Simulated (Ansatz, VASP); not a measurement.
One calculation of Br, two programs

File INCAR:

```
ALGO = Normal
EDIFF = 1E-6
ENCUT = 520
ISIF = 2
ISMEAR = -1
LASPH = T
LCHARG = F
LREAL = F
LWAVE = F
NBANDS = 10
NELM = 60
PREC = Accurate
SIGMA = 0.1
```

KPOINTS

```
k-points
0
Gamma
  14 14 14
```

The input POSCAR:

```
Br
1.0
    0.0000000000      1.8809793870      1.8809793870
    1.8809793870      0.0000000000      1.8809793870
    1.8809793870      1.8809793870      0.0000000000
Br
1
Direct
    0.0000000000      0.0000000000      0.0000000000
```

Input for Ansatz:

```yaml
crystal:
  lattice:
    - [0.0, 1.880979387, 1.880979387]
    - [1.880979387, 0.0, 1.880979387]
    - [1.880979387, 1.880979387, 0.0]
  atoms:
    - { symbol: Br, position: [0.0, 0.0, 0.0] }
kpoints:
  mp_grid: { grid: [14, 14, 14] }
scf:
  occupations: { method: fermi_dirac, width: 0.1 }
hamiltonian:
  xc: lda
  pseudopotentials: { kind: paw }
output:
  forces: true
  stress: true
  eigenvalues: true
  populations: true
```

Change from the starting cell: volume scaled by 0.58, PAW files.

Alike in both runs: task single point; functional LDA; k mesh 14 × 14 × 14; occupations fermi-dirac, width 0.1 eV; no spin polarisation.

```csv
,VASP,Ansatz
version,VASP 6.6.1,Ansatz 0.2.0
potentials or method,"VASP PAW LDA potentials, release 64 (Br)","PAW with Ansatz's default frozen-core files, scalar-relativistic"
plane-wave cutoff (eV),520,420
valence electrons in the cell,7,7
```

|  | VASP | Ansatz | Ansatz less VASP |
| --- | --- | --- | --- |
| pressure (GPa) | 95.7 | 94.9 | -0.75 |

Caveats: the cell as given lies far from equilibrium; so large a pressure means that the cell lies far from this level's equilibrium, or that cutoff or potentials fall short (VASP); an odd number of electrons without spin polarisation forces a metal; a magnetic or distorted state may lie lower.
